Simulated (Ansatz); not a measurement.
## CdF$_{2}$ (Fm-3m), a vibration from a frozen displacement

Computed with DFT PBE, scalar-relativistic, plane waves, PAW (Ansatz). Cutoff 420 eV, Γ-centred 8×8×8 k-points, Gaussian smearing of 0.05 eV. No spin polarisation. Energies are free energies at this smearing, counted from the undisturbed cell; pressure is positive in compression.

The starting cell (as given, not relaxed at this level; it stands at 5.5 GPa):

```yaml
crystal:
  lattice:
    - [0.00000, 2.69400, 2.69400]
    - [2.69400, 0.00000, 2.69400]
    - [2.69400, 2.69400, 0.00000]
  atoms:
    - { symbol: Cd, position: [0.00000, 0.00000, 0.00000] }
    - { symbol: F, position: [0.25000, 0.25000, 0.25000] }
    - { symbol: F, position: [0.75000, 0.75000, 0.75000] }
```

Every Cd atom is moved by x along the Cartesian unit vector (0.000, 1.000, 0.000); the cell and all other atoms stay fixed. The cell's volume is 39.10 Å³; the moved atoms weigh 112.414 u together and the others 37.997 u. Some rows repeat others by symmetry and weren't run.

```csv
x (Å),ΔE (meV/cell),total force on the moved atoms along the move (eV/Å),pressure (GPa)
-0.1000,26.65,0.5333,6.0010
-0.0875,20.40,0.4666,5.8736
-0.0750,14.99,0.3998,5.7631
-0.0625,10.41,0.3331,5.6694
-0.0500,6.66,0.2664,5.5925
-0.0375,3.75,0.1998,5.5330
-0.0250,1.66,0.1332,5.4905
-0.0125,0.42,0.0666,5.4650
0.0000,0.00,0.0000,5.4565
0.0125,0.42,-0.0666,5.4650
0.0250,1.66,-0.1332,5.4905
0.0375,3.75,-0.1998,5.5330
0.0500,6.66,-0.2664,5.5925
0.0625,10.41,-0.3331,5.6694
0.0750,14.99,-0.3998,5.7631
0.0875,20.40,-0.4666,5.8736
0.1000,26.65,-0.5333,6.0010
```

Q: What frequency belongs to this motion?

A: The force constant is k = −dF/dx = 5.328 eV/Å², from the parabola through x = -0.0125, 0 and 0.0125. In every cell the moved atoms swing against the rest, so the mass is μ = m₁m₂/(m₁ + m₂) = 28.398 u, and ν̃ = 521.5 cm⁻¹ × √(|k|/μ) = 226 cm⁻¹, at this cell's pressure of 5.5 GPa. To first order in x, and within 1 %, the force on every atom lies along the move and, within each of the two groups, in proportion to the atom's mass, so this is itself a mode at the zone centre of this cell, taken without macroscopic field (the transverse frequency in a polar insulator).

Q: How far does the harmonic law reach?

A: At x = -0.100 Å, kx²/2 = 26.64 meV against the computed 26.65 meV (+0.0 %): the well is still close to harmonic there.